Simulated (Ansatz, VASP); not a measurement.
## ZnCu: VASP beside Ansatz

The input INCAR:

```
  PREC = Accurate
  ENCUT = 600
  EDIFF = 1E-6
  ISMEAR = -1
  SIGMA = 0.15
  LREAL = False
  LASPH = True
  NELM = 100
  ALGO = Normal
  ISIF = 3
  LWAVE = False
  LCHARG = False
  GGA = PE
  IBRION = 2
  NSW = 80
  EDIFFG = -0.001
```

The input KPOINTS:

```
Automatic mesh
0
Gamma
  14 14 14
```

The input POSCAR:

```
ZnCu
1.0
    2.9631825772      0.0000000000      0.0000000000
    0.0000000000      2.9631825772      0.0000000000
    0.0000000000      0.0000000000      2.9631825772
Zn Cu
1 1
Direct
    0.5000000000      0.5000000000      0.5000000000
    0.0000000000      0.0000000000      0.0000000000
```

Input for Ansatz:

```yaml
crystal:
  lattice:
    - [2.9631825772, 0.0, 0.0]
    - [0.0, 2.9631825772, 0.0]
    - [0.0, 0.0, 2.9631825772]
  atoms:
    - { symbol: Zn, position: [0.5, 0.5, 0.5] }
    - { symbol: Cu, position: [0.0, 0.0, 0.0] }
basis:
  ecutwfc: 420
kpoints:
  mp_grid: { grid: [14, 14, 14] }
hamiltonian:
  xc: pbe
scf:
  occupations: { method: fermi_dirac, width: 0.15 }
output:
  forces: true
  stress: true
  eigenvalues: true
relax:
  adjacent_minimum: "off"
  f_tol: 0.001
  max_steps: 60
  cell: { stress_tol: 0.01 }
```

Alike in both runs: task relaxation of cell and atoms; functional PBE; k mesh 14 × 14 × 14; occupations fermi-dirac, width 0.15 eV; no spin polarisation.

|  | VASP | Ansatz |
| --- | --- | --- |
| version | VASP 6.6.1 | Ansatz 0.2.0 |
| potentials or method | VASP PAW PBE potentials, release 64 (Zn, Cu) | scalar-relativistic, plane waves, PAW |
| plane-wave cutoff (eV) | 600 | 420 |
| valence electrons in the cell | 23 | 31 |

```csv
,VASP,Ansatz,Ansatz less VASP
"gap on the k mesh at the Fermi level, each at its own relaxed structure (eV)",none,none,-
relaxed volume (Å³/atom),13.08,13.02,-0.056
relaxed cell length with the largest relative difference (Å),2.969,2.964,-0.0042
```

A gap of «none» marks a metal or a gap that the smearing closes. The two sets of potentials don't hold the same shells in valence.

PBE usually gives volumes a little too large and moduli too small. Zero-point motion and thermal expansion aren't in these numbers.
